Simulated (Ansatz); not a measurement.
## Ce: band structure with r2SCAN

The system is Ce.

```
Ce
1.0
    -1.94330    1.94330    1.94330
     1.94330   -1.94330    1.94330
     1.94330    1.94330   -1.94330
Ce
1
Direct
  0.00000 0.00000 0.00000
```

This isn't the form of Ce at room conditions, which is fcc.

- Program: Ansatz 0.2.0
- Task: band structure
- Functional: r2SCAN
- Potentials or basis: Ansatz PAW
- Cutoff: 500 eV (not typed: the program's choice for these potentials)
- k mesh: 10 × 10 × 10
- Occupations: fermi-dirac, width 0.05 eV
- Spin: collinear spin, ferromagnetic start
- Starting moments: [1.0] μB
- Path: [["G", "H", "N", "G", "P", "H"], ["P", "N"]]
- Points for each segment of the path: 14

- Pressure: 1.1 GPa
- Band gap on the k mesh: none (metal or under the smearing width)
- Net moment: 1.58 μB per cell
- Absolute moment: 1.58 μB per cell
- Site moments: Ce +1.24 μB

Levels at the corners of the path, in eV from the Fermi level:
Spin up:
| point | band 4 | band 5 | band 6 | band 7 | band 8 | band 9 | band 10 | band 11 |
| --- | --- | --- | --- | --- | --- | --- | --- | --- |
| Γ | -17.30 | -3.72 | -0.26 | -0.26 | -0.26 | 1.18 | 1.18 | 1.18 |
| H | -18.83 | -3.09 | -3.09 | 0.60 | 0.60 | 0.60 | 0.68 | 0.78 |
| N | -17.35 | -2.71 | -0.83 | -0.10 | 0.25 | 0.39 | 0.83 | 0.87 |
| Γ | -17.30 | -3.72 | -0.26 | -0.26 | -0.26 | 1.18 | 1.18 | 1.18 |
| P | -18.56 | 0.27 | 0.27 | 0.27 | 0.36 | 0.36 | 0.36 | 0.93 |
| H | -18.83 | -3.09 | -3.09 | 0.60 | 0.60 | 0.60 | 0.68 | 0.78 |
| P | -18.56 | 0.27 | 0.27 | 0.27 | 0.36 | 0.36 | 0.36 | 0.93 |
| N | -17.35 | -2.71 | -0.83 | -0.10 | 0.25 | 0.39 | 0.83 | 0.87 |
Spin down:
```tsv
point	band 2	band 3	band 4	band 5	band 6	band 7	band 8	band 9
Γ	-16.72	-16.72	-16.72	-2.73	1.09	1.09	1.09	1.69
H	-18.18	-18.18	-18.18	-2.49	-2.49	1.06	1.29	1.29
N	-18.97	-17.39	-16.78	-1.86	0.11	1.02	1.13	1.30
Γ	-16.72	-16.72	-16.72	-2.73	1.09	1.09	1.09	1.69
P	-17.94	-17.94	-17.94	1.09	1.09	1.09	1.32	1.61
H	-18.18	-18.18	-18.18	-2.49	-2.49	1.06	1.29	1.29
P	-17.94	-17.94	-17.94	1.09	1.09	1.09	1.32	1.61
N	-18.97	-17.39	-16.78	-1.86	0.11	1.02	1.13	1.30
```

Run time: 21 s on 2 threads of Arm Neoverse V2 (shared host), peak memory 0.41 GiB.

Caveat: the magnetic or orbital state may not be the lowest; spin-orbit coupling is left out, which moves the levels of the heavy elements; the PAW data sets come from PBE, with cores solved anew for the run's functional, which leaves a small shift of forces and pressure. The state reached can hang on the start; a lower one may exist.
